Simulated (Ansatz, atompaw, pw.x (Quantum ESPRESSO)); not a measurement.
## What a changed setting does to a pw.x run (diamond Si)

Potential: PAW, atompaw 4.2.0.5, PBE; core [Ne], reference 3s2 3p2; waves: 3s (bound): rc 2.80 bohr; 3s channel at -0.15 Ry: rc 2.80 bohr; 3p (bound): rc 2.80 bohr; 3p channel at 0.9 Ry: rc 2.70 bohr; 3d channel at 0.45 Ry: rc 2.80 bohr; 3d channel at 1.8 Ry: rc 2.80 bohr; local part: troulliermartins scheme with l = 3 at 0 Ry, radius 2.20 bohr; core correction: smooth core density matched at 2.15 bohr; augmentation: sinc compensation charge, radius 2.56 bohr; PAW radius 2.80 bohr; waves and projectors: custom polynom vanderbiltortho.

The reference run (k-mesh 8³, cutoffs 40/400 Ry, Fermi–Dirac 0.01 Ry, mixing_beta 0.4, conv_thr 1e-9, no spin) gives -0.11 GPa at 20.463 Å³/atom, where all-electron LAPW gives -0.05 GPa. This run, with its own iteration cap, changes mixing_ndim to 2.

```
&control
  calculation='scf', prefix='x', pseudo_dir='./', outdir='./tmp', tstress=.true., disk_io='none'
/
&system
  ibrav=0, nat=2, ntyp=1, ecutwfc=40, ecutrho=400, nbnd=11,
  occupations='smearing', smearing='fd', degauss=0.01
/
&electrons
  conv_thr=1e-09, mixing_beta=0.4, electron_maxstep=60, mixing_ndim=2
/
ATOMIC_SPECIES
Si 1.0 Si.UPF
CELL_PARAMETERS angstrom
  0.00000000 2.73520428 2.73520428
  2.73520428 0.00000000 2.73520428
  2.73520428 2.73520428 0.00000000
ATOMIC_POSITIONS crystal
Si 0.0000 0.0000 0.0000
Si 0.2500 0.2500 0.2500
K_POINTS automatic
8 8 8 0 0 0
```

```bash
pw.x < Si.scf.in > Si.scf.out
```

Q: How does the run end?

A: It converges in 10 iterations; the free energy moves by +0.0 meV/atom and the pressure by +0.00 GPa. The result is that of the reference run.

```
Message from routine setup:
     using ibrav=0 with symmetry is DISCOURAGED, use correct ibrav instead
     lattice parameter (alat)  =       7.3098  a.u.
     unit-cell volume          =     276.1823 (a.u.)^3
     number of electrons       =         8.00
     number of Kohn-Sham states=           11
     kinetic-energy cutoff     =      40.0000  Ry
     charge density cutoff     =     400.0000  Ry
     scf convergence threshold =      1.0E-09
     Exchange-correlation= SLA PW PBX PBC
     number of k points=    29  Fermi-Dirac smearing, width (Ry)=  0.0100
     iteration #  1     ecut=    40.00 Ry     beta= 0.40
     total energy              =     -93.45184725 Ry
     estimated scf accuracy    <       0.05601632 Ry
     iteration #  2     ecut=    40.00 Ry     beta= 0.40
     total energy              =     -93.45099309 Ry
     estimated scf accuracy    <       0.01693178 Ry
     iteration #  3     ecut=    40.00 Ry     beta= 0.40
     total energy              =     -93.45202474 Ry
     estimated scf accuracy    <       0.00042866 Ry
     iteration #  4     ecut=    40.00 Ry     beta= 0.40
     total energy              =     -93.45218792 Ry
     estimated scf accuracy    <       0.00002322 Ry
     iteration #  5     ecut=    40.00 Ry     beta= 0.40
     total energy              =     -93.45219764 Ry
     estimated scf accuracy    <       0.00000195 Ry
     iteration #  6     ecut=    40.00 Ry     beta= 0.40
     total energy              =     -93.45219867 Ry
     estimated scf accuracy    <       0.00000076 Ry
     iteration #  7     ecut=    40.00 Ry     beta= 0.40
     total energy              =     -93.45219884 Ry
     estimated scf accuracy    <       0.00000014 Ry
     iteration #  8     ecut=    40.00 Ry     beta= 0.40
     total energy              =     -93.45219888 Ry
     estimated scf accuracy    <          3.5E-09 Ry
     iteration #  9     ecut=    40.00 Ry     beta= 0.40
     total energy              =     -93.45219888 Ry
     estimated scf accuracy    <          1.6E-09 Ry
     iteration # 10     ecut=    40.00 Ry     beta= 0.40
     the Fermi energy is     6.1798 ev
!    total energy              =     -93.45219888 Ry
     estimated scf accuracy    <          1.6E-10 Ry
     smearing contrib. (-TS)   =      -0.00027552 Ry
     The total energy is F=E-TS. E is the sum of the following terms:
     one-electron contribution =       5.61551926 Ry
     hartree contribution      =       1.15088000 Ry
     xc contribution           =      -4.86258069 Ry
     ewald contribution        =     -16.67485408 Ry
     one-center paw contrib.   =     -78.68088784 Ry
     convergence has been achieved in  10 iterations
          total   stress  (Ry/bohr**3)                   (kbar)     P=       -1.11
     Message from routine punch:
     Nothing written, as per user request (disk_io='none')
```

The run took about 16 s on one core of a shared host (Intel(R) Xeon(R) Platinum 8124M CPU @ 3.00GHz, 72 threads, 138 GiB, load 21).
